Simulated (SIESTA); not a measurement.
GaAs under changes of volume

One of the cells (23.041 Å³/atom); the others are scaled copies at fixed shape and fractional positions:

```xyz
2
Lattice="0.0000 2.8456 2.8456 2.8456 0.0000 2.8456 2.8456 2.8456 0.0000" Properties=species:S:1:pos:R:3 pbc="T T T"
As    4.2684    4.2684    4.2684
Ga    0.0000    0.0000    0.0000
```

| Quantity | Value |
| --- | --- |
| Program | SIESTA 5.4.2 |
| Functional | PBE |
| Potentials or basis | PseudoDojo 0.4 standard (PBE files) |
| Basis | DZP (energy shift 0.003 Ry; two zetas on semicore shells) |
| Grid cutoff | 800 Ry |
| Energy shift | 0.003 Ry |
| k mesh | 8 × 8 × 8 |
| Occupations | fermi-dirac, width 0.05 eV |
| Spin | no spin polarisation |

```csv
volume (Å³/atom),energy over the lowest point (meV/atom),pressure (GPa),gap on the mesh (eV)
21.234,?,?,?
21.686,48.03,7.7,1.00
22.138,28.99,5.8,0.83
23.041,5.94,2.5,0.50
23.493,1.03,1.0,0.34
23.945,0.00,-0.2,0.20
```

**Question.** What does the run at 21.234 Å³/atom give?

**Answer.** Energy over the lowest point 72.87 meV/atom; pressure 9.9 GPa; gap on the mesh 1.19 eV.

Worked out: A Birch-Murnaghan fit of order 3 (a polynomial in V^(-2/3)) to the other rows has its minimum at 23.84 Å³/atom with B0 = V·E''(V) = 68 GPa and B' = 3.9. It gives 72.76 meV/atom at 21.234 Å³/atom, against the run's 72.87, and -dE/dV = 9.8 GPa, against 9.9. A straight line through the other rows of the gap, of slope -8.13 eV per unit of ln V (its deformation potential), extrapolates to 1.17 eV, against the run's 1.19.

Energies are extrapolated to zero smearing.

Caveats: the basis of atomic orbitals isn't converged, which shifts pressures, moduli and gaps.

A mesh can miss the band edges. Spin-orbit coupling on As, Ga is left out.
